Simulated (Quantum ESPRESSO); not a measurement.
# GaP in Quantum ESPRESSO: the effect of functional

Crystal: GaP.

```
Ga P
1.0
     0.00000    2.72525    2.72525
     2.72525    0.00000    2.72525
     2.72525    2.72525    0.00000
Ga P
1 1
Cartesian
  0.0000 0.0000 0.0000
  4.0879 4.0879 4.0879
```

Alike in all runs:

| Quantity | Value |
| --- | --- |
| Program | Quantum ESPRESSO 7.5 |
| Task | dielectric tensor |
| Cutoff | 1088 eV |
| Density cutoff | 4354 eV |
| k mesh | 6 × 6 × 6, shifted |
| Occupations | fermi-dirac, width 0.05 eV |
| Spin | no spin polarisation |

```csv
functional,potentials or basis,pressure (GPa),dielectric constant (mean)
LDA,PseudoDojo 0.4.1 SR LDA standard,-2.9,11.07
PBEsol,PseudoDojo 0.4.1 SR PBEsol standard,-0.5,10.83
WC,PseudoDojo 0.4.1 SR PBE standard,-0.1,10.97
BLYP,PseudoDojo 0.4.1 SR PBE standard,?,?
AM05,PseudoDojo 0.4.1 SR PBE standard,-0.1,10.75
```

Problem. What does the run with functional BLYP give?

Solution. Pressure 6.1 GPa; dielectric constant 10.49 mean.

Caveats: the potentials were made for another functional, which shifts forces and pressure (some runs); the cell is more than 3 GPa from zero pressure, which shifts response properties (some runs).

Runs at the PBE level aren't shown here.
